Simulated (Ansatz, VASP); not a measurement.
Two plane-wave programs on Sb

INCAR

```
SYSTEM = Sb
PREC     = Accurate       ! precision mode
ENCUT    = 520            ! plane-wave cutoff, eV
EDIFF    = 1E-7           ! SCF threshold, eV
ISMEAR   = 0              ! smearing method
SIGMA    = 0.15           ! smearing width, eV
LREAL    = .FALSE.        ! projectors in reciprocal space
LASPH    = .TRUE.         ! aspherical terms in the spheres
NELM     = 80             ! most SCF steps
ALGO     = Normal         ! electronic algorithm
ISIF     = 2              ! what is computed and relaxed
LWAVE    = .FALSE.        ! write WAVECAR
LCHARG   = .FALSE.        ! write CHGCAR
GGA      = PS             ! functional
NBANDS   = 8              ! bands
```

Contents of KPOINTS:

```
Automatic mesh
0
G
  16 16 16
  0 0 0
```

POSCAR

```
Sb
1.0
    2.9072000000      0.0000000000      0.0000000000
    0.0000000000      2.9072000000      0.0000000000
    0.0000000000      0.0000000000      3.1600000000
Sb
1
Direct
    0.0000000000      0.0000000000      0.0000000000
```

Input for Ansatz:

```yaml
crystal:
  lattice:
    - [2.9072, 0.0, 0.0]
    - [0.0, 2.9072, 0.0]
    - [0.0, 0.0, 3.16]
  atoms:
    - { symbol: Sb, position: [0.0, 0.0, 0.0] }
basis:
  ecutwfc: 420
kpoints:
  mp_grid: { grid: [16, 16, 16] }
hamiltonian:
  xc: pbesol
scf:
  occupations: { method: gaussian, width: 0.15 }
output:
  forces: true
  stress: true
  eigenvalues: true
```

Change from the starting cell: strain -0.080 along x and y, +0.000 along z, atoms carried along.

Alike in both runs: task single point; functional PBEsol; k mesh 16 × 16 × 16; occupations gaussian, width 0.15 eV; no spin polarisation.

|  | VASP | Ansatz |
| --- | --- | --- |
| version | VASP 6.6.1 | Ansatz 0.2.0 |
| potentials or method | VASP PAW PBE potentials, release 64 (Sb) | scalar-relativistic, plane waves, PAW |
| plane-wave cutoff (eV) | 520 | 420 |
| valence electrons in the cell | 5 | 15 |

```tsv
	VASP	Ansatz	Ansatz less VASP
gap on the k mesh at the Fermi level (eV)	none	none	-
pressure (GPa)	6.8	6.5	-0.27
largest component of the traceless stress (GPa)	9.17	9.03	-0.137
```

A gap of «none» marks a metal or a gap that the smearing closes. The two sets of potentials don't hold the same shells in valence.

Caveats: the PAW data sets were made with another functional, which shifts forces and pressure a little (VASP). The runs have no spin-orbit coupling, so splittings on Sb are missing.
